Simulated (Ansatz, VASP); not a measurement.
Two plane-wave programs on Zn

File INCAR:

```
SYSTEM = Zn
PREC = Accurate ; ENCUT = 520
EDIFF = 1E-6 ; ISMEAR = 0
SIGMA = 0.15 ; LREAL = .FALSE.
LASPH = .TRUE. ; NELM = 80
ALGO = Fast ; ISIF = 2
LWAVE = .FALSE. ; LCHARG = .TRUE.
LELF = .TRUE. ; LVHAR = .TRUE.
NBANDS = 12
```

The input KPOINTS:

```
Automatic mesh
0
G
  22 22 22
  0 0 0
```

POSCAR

```
Zn
1.0
   -1.5455014450      1.5455014450      1.5219658900
    1.5455014450     -1.5455014450      1.5219658900
    1.5455014450      1.5455014450     -1.5219658900
Zn
1
Direct
    0.0000000000      0.0000000000      0.0000000000
```

Input for Ansatz:

```yaml
crystal:
  lattice:
    - [-1.545501445, 1.545501445, 1.52196589]
    - [1.545501445, -1.545501445, 1.52196589]
    - [1.545501445, 1.545501445, -1.52196589]
  atoms:
    - { symbol: Zn, position: [0.0, 0.0, 0.0] }
basis:
  ecutwfc: 420
kpoints:
  mp_grid: { grid: [22, 22, 22] }
hamiltonian:
  xc: lda
scf:
  occupations: { method: gaussian, width: 0.15 }
output:
  forces: true
  stress: true
  eigenvalues: true
```

Change from the starting cell: strain -0.015 along x and y, -0.030 along z, atoms carried along.

Alike in both runs: task single point; functional LDA; k mesh 22 × 22 × 22; occupations gaussian, width 0.15 eV; no spin polarisation.

|  | VASP | Ansatz |
| --- | --- | --- |
| version | VASP 6.6.1 | Ansatz 0.2.0 |
| potentials or method | VASP PAW LDA potentials, release 64 (Zn) | scalar-relativistic, plane waves, PAW |
| plane-wave cutoff (eV) | 520 | 420 |
| valence electrons in the cell | 12 | 12 |

```csv
,VASP,Ansatz,Ansatz less VASP
gap on the k mesh at the Fermi level (eV),none,none,-
pressure (GPa),-4.3,-4.8,-0.50
largest component of the traceless stress (GPa),0.67,0.66,-0.010
```

A gap of «none» marks a metal or a gap that the smearing closes.
